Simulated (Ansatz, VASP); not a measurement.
Two plane-wave programs on HfH3

```
Hf H
1.0
     3.03286    0.00000    0.00000
     0.00000    3.03286    0.00000
     0.00000    0.00000    3.03286
Hf H
1 3
Direct
  0.00000 0.00000 0.00000
  0.00000 0.50000 0.50000
  0.50000 0.00000 0.50000
  0.50000 0.50000 0.00000
```

Alike in both runs: functional LDA; k mesh 7 × 7 × 7; no spin polarisation.

Ansatz relaxed the structure, and its values are those at the end. VASP's run is a single point on that final structure, the one shown.

|  | VASP | Ansatz |
| --- | --- | --- |
| version | VASP 6.6.1 | Ansatz 0.2.0 |
| potentials or method | VASP PAW LDA potentials, release 64 (Hf_pv, H) | plane waves, PAW |
| plane-wave cutoff (eV) | 520 | 550 |
| occupations | methfessel-paxton of order 1, width 0.1 eV | cold |
| valence electrons in the cell | 13 | 29 |

|  | VASP | Ansatz | Ansatz less VASP |
| --- | --- | --- | --- |
| pressure (GPa) | -0.2 | 0.0 | +0.19 |

The two sets of potentials don't hold the same shells in valence.

Spin-orbit coupling is left out, which matters for the levels of Hf.
